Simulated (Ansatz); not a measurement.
FeO (Wuestite):

```
CELL_PARAMETERS angstrom
0.00000 2.15540 2.15540
2.15540 0.00000 2.15540
2.15540 2.15540 0.00000
ATOMIC_POSITIONS crystal
Fe 0.00000 0.00000 0.00000
O 0.50000 0.50000 0.50000
```

Base run:

```yaml
Program: Ansatz 0.2.0
Functional: PBEsol
Potentials_or_basis: all-electron LAPW, scalar-relativistic
Cutoff: 349 eV (chosen from the basis error)
Basis_error_allowed: 0.001 eV/atom
k_mesh: 11 × 11 × 11
Occupations: fermi-dirac, width 0.05 eV
Spin: collinear spin, ferromagnetic start
Starting_moments: "[3.0, 0.0] μB"
```

Its results: band gap on the k mesh none (metal or under the smearing width); pressure -8.6 GPa; net moment 4.00 μB per cell; site moments Fe +3.62; O +0.32 μB.

Question: The run is repeated on the same cell with these changes: functional from PBEsol to PBE; occupations from fermi-dirac, width 0.05 eV to gaussian, width 0.018 eV. What comes out?

Answer: Band gap on the k mesh none (metal or under the smearing width); pressure -0.4 GPa; net moment 4.00 μB per cell; site moments Fe +3.62; O +0.32 μB.

Caveats: a cell with one magnetic atom can't hold antiferromagnetic order, which such compounds often take; semilocal functionals often make such compounds metallic where correlation or magnetic order opens a gap, which also shifts bond lengths.
